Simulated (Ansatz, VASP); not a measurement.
## Nb in VASP and in Ansatz

The input INCAR:

```
ALGO = Normal
EDIFF = 1E-8
ENCUT = 520
ISIF = 2
ISMEAR = -1
LASPH = T
LCHARG = F
LEFG = T
LREAL = F
LWAVE = F
NBANDS = 12
NELM = 60
PREC = Accurate
SIGMA = 0.08
```

KPOINTS

```
k-points
0
Gamma
  16 16 16
```

File POSCAR:

```
Nb
1.0
   -1.6549121188      1.6549121188      1.6549121188
    1.6549121188     -1.6549121188      1.6549121188
    1.6549121188      1.6549121188     -1.6549121188
Nb
1
Direct
    0.0000000000      0.0000000000      0.0000000000
```

Input for Ansatz:

```yaml
crystal:
  lattice:
    - [-1.6549121188, 1.6549121188, 1.6549121188]
    - [1.6549121188, -1.6549121188, 1.6549121188]
    - [1.6549121188, 1.6549121188, -1.6549121188]
  atoms:
    - { symbol: Nb, position: [0.0, 0.0, 0.0] }
kpoints:
  mp_grid: { grid: [16, 16, 16] }
  band_path:
    path:
      - [0.0, 0.0, 0.0]
      - [0.5, -0.5, 0.5]
      - [0.0, 0.0, 0.5]
      - [0.0, 0.0, 0.0]
      - [0.25, 0.25, 0.25]
      - [0.5, -0.5, 0.5]
      - [0.25, 0.25, 0.25]
      - [0.0, 0.0, 0.5]
    npoints: 5
scf:
  occupations: { method: fermi_dirac, width: 0.08 }
hamiltonian:
  xc: lda
  pseudopotentials: { kind: paw }
output:
  forces: true
  stress: true
  eigenvalues: true
  efg: { contact_densities: true }
```

Alike in both runs: task electric field gradients; functional LDA; k mesh 16 × 16 × 16; occupations fermi-dirac, width 0.08 eV; no spin polarisation.

```csv
,VASP,Ansatz
version,VASP 6.6.1,Ansatz 0.2.0
potentials or method,"VASP PAW LDA potentials, release 64 (Nb_sv)","PAW with Ansatz's default frozen-core files, scalar-relativistic"
plane-wave cutoff (eV),520,420
valence electrons in the cell,13,13
```

Ansatz gave:

- pressure (GPa): -9.8
- Vzz of the field gradient on the site that differs most (V/Å²): 0.0

What did VASP give for the same quantities?

Pressure (GPa): -10.0; Vzz of the field gradient on the site that differs most (V/Å²): 0.0.

Ansatz warned: «gradients_without_spin_orbit».
